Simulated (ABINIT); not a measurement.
# Si (P-1) in ABINIT: single point with LDA

Aim: the single point of Si with LDA.

Program: ABINIT 10.8.3 (patched build). These are calculated values, not measurements. Logs are shortened: lines on timing, memory, paths and dates and some standing lists are left out, and cuts for length are marked. The log counts tension as positive stress, the text compression.

**1. The cell of the first run**

The typed cell holds 2 atoms: a = 2.678 Å, b = 2.939 Å, c = 4.761 Å, α = 97.92°, β = 100.20°, γ = 95.83°.

**2. Single point, LDA (cell stretched)**

run.abi reads:

```
pp_dirpath "./"
pseudos "Si.upf"

acell 3*1.0 Angstrom
rprim
    -0.1473657955    -0.2397979434     2.6629575150
     2.9281558754    -0.2038804971    -0.1565786226
    -0.3531313769     4.7277195515    -0.4413080547
ntypat 1
znucl 14
natom 2
typat 1 1
xred
     0.9669815000     0.9785314700     0.0148158000
     0.0330185000     0.5214685300     0.4851842000
chkprim 0
chksymtnons 0
tolsym 1.0e-6

ecut 12.0

kptopt 1
ngkpt 8 7 4
nshiftk 1
shiftk 0.0 0.0 0.0

ixc 7

nband 8
occopt 3
tsmear 0.05 eV

nstep 100
tolvrs 1.0e-10

iomode 3
prtwf 0
prtden 0
prteig 0
prtebands 0
```

Potentials or basis: PseudoDojo NC SR LDA v0.4 stringent.

Launch:

```console
$ abinit run.abi > log 2>&1
```

run.abo:

```text
.Version 10.8.3 of ABINIT
 Symmetries : space group P-1 (#  2); Bravais aP (primitive triclinic)
================================================================================
 Values of the parameters that define the memory need of the present run
     intxc =       0    ionmov =       0      iscf =       7    lmnmax =       6
     lnmax =       6     mgfft =      30  mpssoang =       3    mqgrid =    3001
     natom =       2  nloc_mem =       1    nspden =       1   nspinor =       1
    nsppol =       1      nsym =       2    n1xccc =    2501    ntypat =       1
    occopt =       3   xclevel =       1
       mpw =         497          nfft =        8640          nkpt =         114
================================================================================
================================================================================

--------------------------------------------------------------------------------
------------- Echo of variables that govern the present computation ------------
--------------------------------------------------------------------------------
 -outvars: echo values of preprocessed input variables --------
            acell      1.8897261259E+00  1.8897261259E+00  1.8897261259E+00 Bohr
              amu      2.80855000E+01
          chkprim           0
      chksymtnons           0
             ecut      1.20000000E+01 Hartree
                       outvar_i_n : Printing only first  50 k-points.
              ixc           7
                       outvar_i_n : Printing only first  50 k-points.
         kptrlatt        8    0    0      0    7    0      0    0    4
          kptrlen      3.59908542E+01
            natom           2
            nband           8
            ngfft          16      18      30
             nkpt         114
            nstep         100
             nsym           2
           ntypat           1
                       prtocc : prtvol=0, do not print more k-points.
           occopt           3
           prtden           0
        prtebands           0
           prteig           0
            prtwf           0
            rprim     -1.4736579550E-01 -2.3979794340E-01  2.6629575150E+00
                       2.9281558754E+00 -2.0388049710E-01 -1.5657862260E-01
                      -3.5313137690E-01  4.7277195515E+00 -4.4130805470E-01
          spgroup           2
           tolsym      1.00000000E-06
           tolvrs      1.00000000E-10
           tsmear      1.83746611E-03 Hartree
            typat      1  1
                       outvars : Printing only first  50 k-points.
           xangst      2.7175607513E+00 -3.6133871021E-01  2.4152752107E+00
                       1.3507415778E+00  2.1795797969E+00 -2.0783965692E-01
            xcart      5.1354455505E+00 -6.8283120098E-01  4.5642086669E+00
                       2.5525316490E+00  4.1188088857E+00 -3.9276002968E-01
             xred      9.6698150000E-01  9.7853147000E-01  1.4815800000E-02
                       3.3018500000E-02  5.2146853000E-01  4.8518420000E-01
            znucl       14.00000

================================================================================

 chkinp: Checking input parameters for consistency.

================================================================================
== DATASET  1 ==================================================================

--- !DatasetInfo
iteration_state: {dtset: 1, }
dimensions: {natom: 2, nkpt: 114, mband: 8, nsppol: 1, nspinor: 1, nspden: 1, mpw: 497, }
cutoff_energies: {ecut:  12.0, pawecutdg:  -1.0, }
electrons: {nelect:   8.00000000E+00, charge:   0.00000000E+00, occopt:   3.00000000E+00, tsmear:   1.83746611E-03, }
meta: {optdriver: 0, ionmov: 0, optcell: 0, iscf: 7, paral_kgb: 0, }
...

 Exchange-correlation functional for the present dataset will be:
  LDA: Perdew-Wang 92 LSD fit to Ceperley-Alder data - ixc=7
  J.P.Perdew and Y.Wang, PRB 45, 13244 (1992)

 Real(R)+Recip(G) space primitive vectors, cartesian coordinates (Bohr,Bohr^-1):
 R(1)= -0.2784810 -0.4531524  5.0322604  G(1)=  0.0121273  0.0196832  0.2011614
 R(2)=  5.5334127 -0.3852783 -0.2958907  G(2)=  0.1823532  0.0146861  0.0114137
 R(3)= -0.6673216  8.9340952 -0.8339514  G(3)=  0.0084790  0.1135624  0.0106955
 Unit cell volume ucvol=  2.4447495E+02 bohr^3
 Angles (23,13,12)=  9.79214142E+01  1.00195496E+02  9.58303879E+01 degrees

 getcut: wavevector=  0.0000  0.0000  0.0000  ngfft=  16  18  30
         ecut(hartree)=     12.000   => boxcut(ratio)=   2.02906

--- Pseudopotential description ------------------------------------------------
- pspini: atom type   1  psp file is ./Si.upf
12 -1012 2 -1 1510                            pspcod,pspxc,lmax,lloc,mmax
     nproj     2     2     2

   1.06720633E+02                                ecore*ucvol(ha*bohr**3)
--------------------------------------------------------------------------------

================================================================================

--- !BeginCycle
iteration_state: {dtset: 1, }
solver: {iscf: 7, nstep: 100, nline: 4, wfoptalg: 0, }
tolerances: {tolvrs: 1.00E-10, }
...

     iter   Etot(hartree)      deltaE(h)  residm     vres2
 ETOT  1  -8.4799499478628    -8.480E+00 3.913E-02 1.736E+00
 ETOT  2  -8.4829138105143    -2.964E-03 4.983E-03 7.941E-02
 ETOT  3  -8.4829555279470    -4.172E-05 1.298E-03 2.173E-03
 ETOT  4  -8.4829566543075    -1.126E-06 6.481E-04 3.710E-06
 ETOT  5  -8.4829566563954    -2.088E-09 6.633E-04 7.022E-08
 ETOT  6  -8.4829566564263    -3.087E-11 2.217E-04 4.792E-10
 ETOT  7  -8.4829566564265    -2.167E-13 2.188E-04 9.981E-12

 At SCF step    7       vres2   =  9.98E-12 < tolvrs=  1.00E-10 =>converged.

 Cartesian components of stress tensor (hartree/bohr^3)
  sigma(1 1)=  5.28927408E-04  sigma(3 2)= -1.04122629E-04
  sigma(2 2)=  3.98908518E-04  sigma(3 1)= -1.19147155E-04
  sigma(3 3)=  3.51504395E-04  sigma(2 1)= -4.49972450E-05

--- !ResultsGS
iteration_state: {dtset: 1, }
comment   : Summary of ground state results
lattice_vectors:
- [ -0.2784810,  -0.4531524,   5.0322604, ]
- [  5.5334127,  -0.3852783,  -0.2958907, ]
- [ -0.6673216,   8.9340952,  -0.8339514, ]
lattice_lengths: [   5.06029,    5.55470,    8.99771, ]
lattice_angles: [ 97.921, 100.195,  95.830, ] # degrees, (23, 13, 12)
lattice_volume:   2.4447495E+02
convergence: {deltae: -2.167E-13, res2:  9.981E-12, residm:  2.188E-04, diffor: null, }
etotal    :  -8.48295666E+00
entropy   :   0.00000000E+00
fermie    :   2.22111567E-01
cartesian_stress_tensor: # hartree/bohr^3
- [  5.28927408E-04,  -4.49972450E-05,  -1.19147155E-04, ]
- [ -4.49972450E-05,   3.98908518E-04,  -1.04122629E-04, ]
- [ -1.19147155E-04,  -1.04122629E-04,   3.51504395E-04, ]
pressure_GPa:  -1.2546E+01
xred      :
- [  9.6698E-01,   9.7853E-01,   1.4816E-02, Si]
- [  3.3019E-02,   5.2147E-01,   4.8518E-01, Si]
cartesian_forces: # hartree/bohr
- [ -3.83259524E-03,  -4.98291971E-03,   9.52182665E-04, ]
- [  3.83259524E-03,   4.98291971E-03,  -9.52182665E-04, ]
force_length_stats: {min:   6.35806000E-03, max:   6.35806000E-03, mean:   6.35806000E-03, }
...

 Integrated electronic density in atomic spheres:
 ------------------------------------------------
 Atom  Sphere_radius  Integrated_density
    1        2.00000          1.62995748
    2        2.00000          1.62995748
================================================================================

 ----iterations are completed or convergence reached----

 Mean square residual over all n,k,spin=   59.910E-08; max=  21.885E-05
 reduced coordinates (array xred) for    2 atoms
       0.966981500000      0.978531470000      0.014815800000
       0.033018500000      0.521468530000      0.485184200000
 rms dE/dt=  2.7549E-02; max dE/dt=  4.2754E-02; dE/dt below (all hartree)
    1      -0.008116958259      0.019569262184      0.042754379345
    2       0.008116958259     -0.019569262184     -0.042754379345

 cartesian coordinates (angstrom) at end:
    1      2.71756075130914    -0.36133871020633     2.41527521067080
    2      1.35074157784086     2.17957979690633    -0.20783965692079

 cartesian forces (hartree/bohr) at end:
    1     -0.00383259524111    -0.00498291971399     0.00095218266513
    2      0.00383259524111     0.00498291971399    -0.00095218266513
 frms,max,avg= 3.6708277E-03 4.9829197E-03   0.000E+00  0.000E+00  0.000E+00 h/b

 cartesian forces (eV/Angstrom) at end:
    1     -0.19707997123147    -0.25623203393585     0.04896320128950
    2      0.19707997123147     0.25623203393585    -0.04896320128950
 frms,max,avg= 1.8876155E-01 2.5623203E-01   0.000E+00  0.000E+00  0.000E+00 e/A
 length scales=  1.889726125908  1.889726125908  1.889726125908 bohr
              =  1.000000000000  1.000000000000  1.000000000000 angstroms
 Fermi (or HOMO) energy (hartree) =   0.22211   Average Vxc (hartree)=  -0.37275
 Eigenvalues (hartree) for nkpt= 114  k points:
 kpt#   1, nband=  8, wtk=  0.00446, kpt=  0.0000  0.0000  0.0000 (reduced coord)
  -0.23810   -0.01187    0.02600    0.33930    0.42891    0.44402    0.46665    0.49706
      occupation numbers for kpt#   1
   2.00000    2.00000    2.00000    0.00000    0.00000    0.00000    0.00000    0.00000
 prteigrs : prtvol=0 or 1, do not print more k-points.

--- !EnergyTerms
iteration_state     : {dtset: 1, }
comment             : Components of total free energy in Hartree
kinetic             :  2.90212570400121E+00
hartree             :  1.48499553276947E-01
xc                  : -3.02933560570977E+00
Ewald energy        : -9.18925937290701E+00
psp_core            :  4.36529938588361E-01
local_psp           : -1.03402737543799E+00
non_local_psp       :  1.28294777472687E+00
internal            : -8.48251938346138E+00
'-kT*entropy'       : -4.37272965108192E-04
total_energy        : -8.48295665642649E+00
total_energy_eV     : -2.30833010085937E+02
band_energy         :  2.98105831835902E-01
...

 Cartesian components of stress tensor (hartree/bohr^3)
  sigma(1 1)=  5.28927408E-04  sigma(3 2)= -1.04122629E-04
  sigma(2 2)=  3.98908518E-04  sigma(3 1)= -1.19147155E-04
  sigma(3 3)=  3.51504395E-04  sigma(2 1)= -4.49972450E-05

-Cartesian components of stress tensor (GPa)         [Pressure= -1.2546E+01 GPa]
- sigma(1 1)=  1.55615816E+01  sigma(3 2)= -3.06339351E+00
- sigma(2 2)=  1.17362938E+01  sigma(3 1)= -3.50543033E+00
- sigma(3 3)=  1.03416163E+01  sigma(2 1)= -1.32386465E+00

== END DATASET(S) ==============================================================
================================================================================

 -outvars: echo values of variables after computation  --------
            acell      1.8897261259E+00  1.8897261259E+00  1.8897261259E+00 Bohr
           etotal     -8.4829566564E+00
            fcart     -3.8325952411E-03 -4.9829197140E-03  9.5218266513E-04
                       3.8325952411E-03  4.9829197140E-03 -9.5218266513E-04
            rprim     -1.4736579550E-01 -2.3979794340E-01  2.6629575150E+00
                       2.9281558754E+00 -2.0388049710E-01 -1.5657862260E-01
                      -3.5313137690E-01  4.7277195515E+00 -4.4130805470E-01
           strten      5.2892740847E-04  3.9890851817E-04  3.5150439515E-04
                      -1.0412262893E-04 -1.1914715506E-04 -4.4997244986E-05
           xangst      2.7175607513E+00 -3.6133871021E-01  2.4152752107E+00
                       1.3507415778E+00  2.1795797969E+00 -2.0783965692E-01
             xred      9.6698150000E-01  9.7853147000E-01  1.4815800000E-02
                       3.3018500000E-02  5.2146853000E-01  4.8518420000E-01
 Calculation completed.
```

It took 6.3 s on 1 thread of Arm Neoverse V2, shared host; peak memory 0.06 GiB.

What came out:

| Item | Value |
| --- | --- |
| Free energy | -230.8330 eV |
| Pressure | -12.5 GPa |
| Largest force | 0.327 eV/Å |
| Band gap on the k mesh | none (metal or under the smearing width) |
| Valence electrons inside the program's atomic spheres | Si 1.63 (radii [1.0584] Å) |

Forces on the atoms (eV/Å):
```
Si  -0.197 -0.256  0.049
Si   0.197  0.256 -0.049
```

Levels at points of the mesh, in eV from the Fermi level:
```csv
k point,band 2,band 3,band 4,band 5,band 6,band 7
"(0.00, 0.00, 0.00)",-6.37,-5.34,3.19,5.63,6.04,6.65
"(0.50, 0.00, 0.00)",-5.98,-3.42,-2.90,0.36,3.57,5.32
"(0.00, 0.00, 0.50)",-10.37,1.46,2.25,3.41,4.50,6.55
"(0.50, 0.00, 0.50)",-6.62,-4.20,-3.73,3.04,4.25,5.86
```

Caveat: the cutoff is short for stress, so the pressure is rough.
